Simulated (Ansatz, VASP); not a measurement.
Re: VASP beside Ansatz

```xyz
2
Lattice="2.7653 0.0000 0.0000 -1.3827 2.3949 0.0000 0.0000 0.0000 4.4736" Properties=species:S:1:pos:R:3 pbc="T T T"
Re    0.0000    1.5966    1.1184
Re    1.3827    0.7983    3.3552
```

Alike in both runs: task electric field gradients; functional r2SCAN; k mesh 14 × 14 × 8; occupations fermi-dirac, width 0.08 eV; no spin polarisation.

|  | VASP | Ansatz |
| --- | --- | --- |
| version | VASP 6.6.1 | Ansatz 0.2.0 |
| potentials or method | VASP PAW PBE potentials, release 64 (Re) | PAW with Ansatz's default frozen-core files, scalar-relativistic |
| plane-wave cutoff (eV) | 520 | 500 |
| valence electrons in the cell | 14 | 30 |

```tsv
	VASP	Ansatz	Ansatz less VASP
pressure (GPa)	-2.9	-2.9	0.00
largest component of the traceless stress (GPa)	0.19	0.26	+0.073
Vzz of the field gradient on the site that differs most (V/Å²)	-71.3	-66.7	+4.62
```

With one functional, cell and mesh, what is left measures potentials, basis and numerics. The two sets of potentials don't hold the same shells in valence. Ansatz warned: «gradients_without_spin_orbit».

Caveats: the PAW data sets were made with another functional, which shifts forces and pressure a little (VASP). Spin-orbit coupling is left out, which matters for the levels of Re.
